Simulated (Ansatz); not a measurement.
## Rb

```
Rb
1.0
    -2.80600    2.80600    2.80600
     2.80600   -2.80600    2.80600
     2.80600    2.80600   -2.80600
Rb
1
Direct
  0.00000 0.00000 0.00000
```

The structure is an experimental refinement, used without relaxation.

The calculation used DFT, PBE, all-electron LAPW, scalar-relativistic (Ansatz 0.2.0).

Settings: a Γ-centred 8×8×8 k mesh, Fermi–Dirac smearing of 0.05 eV, basis error target 1 meV/atom, no spin polarisation.

* Pressure at this cell: 1.0 kbar
* Band gap: none: with an odd electron count and no spin polarisation the bands can't all be full, a metal in this set-up (spin order or a larger cell could open a gap)
* Density of states at the Fermi level (0.2 eV bin): 1.00 states/eV per cell
* Volume per atom: 88.37 Å³
